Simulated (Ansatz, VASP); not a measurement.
One calculation of In3As, two programs

INCAR

```
SYSTEM = In3As
ALGO = Normal ; EDIFF = 1E-6
EDIFFG = -0.01 ; ENCUT = 600
GGA = PE ; IBRION = 2
ISIF = 3 ; ISMEAR = 0
LASPH = .True. ; LCHARG = .False.
LREAL = .False. ; LWAVE = .False.
NELM = 100 ; NSW = 100
PREC = Accurate ; SIGMA = 0.1
```

File KPOINTS:

```
k-points
0
Gamma
  12 12 12
  0 0 0
```

File POSCAR:

```
In3As
1.0
   -2.9841918591      2.9841918591      2.9841918591
    2.9841918591     -2.9841918591      2.9841918591
    2.9841918591      2.9841918591     -2.9841918591
In As
3 1
Direct
    0.0000000000      0.5000000000      0.5000000000
    0.5000000000      0.0000000000      0.5000000000
    0.5000000000      0.5000000000      0.0000000000
    0.0000000000      0.0000000000      0.0000000000
```

Input for Ansatz:

```yaml
crystal:
  lattice:
    - [-2.9841918591, 2.9841918591, 2.9841918591]
    - [2.9841918591, -2.9841918591, 2.9841918591]
    - [2.9841918591, 2.9841918591, -2.9841918591]
  atoms:
    - { symbol: In, position: [0.0, 0.5, 0.5] }
    - { symbol: In, position: [0.5, 0.0, 0.5] }
    - { symbol: In, position: [0.5, 0.5, 0.0] }
    - { symbol: As, position: [0.0, 0.0, 0.0] }
basis:
  ecutwfc: 420
kpoints:
  mp_grid: { grid: [12, 12, 12] }
hamiltonian:
  xc: pbe
scf:
  occupations: { method: gaussian, width: 0.1 }
output:
  forces: true
  stress: true
  eigenvalues: true
  write_density: true
  write_potential: true
  elf: true
  volumetric_format: npy
relax:
  adjacent_minimum: "off"
  f_tol: 0.01
  max_steps: 80
  cell: { stress_tol: 0.05 }
```

Alike in both runs: task relaxation of cell and atoms; functional PBE; k mesh 12 × 12 × 12; occupations gaussian, width 0.1 eV; no spin polarisation.

|  | VASP | Ansatz |
| --- | --- | --- |
| version | VASP 6.6.1 | Ansatz 0.2.0 |
| potentials or method | VASP PAW PBE potentials, release 64 (In_d, As) | scalar-relativistic, plane waves, PAW |
| plane-wave cutoff (eV) | 600 | 420 |
| valence electrons in the cell | 44 | 54 |

```tsv
	VASP	Ansatz	Ansatz less VASP
gap on the k mesh at the Fermi level, each at its own relaxed structure (eV)	none	none	-
relaxed volume (Å³/atom)	26.68	26.69	+0.004
relaxed cell length with the largest relative difference (Å)	5.176	5.176	+0.0003
```

A gap of «none» marks a metal or a gap that the smearing closes. The two sets of potentials don't hold the same shells in valence.
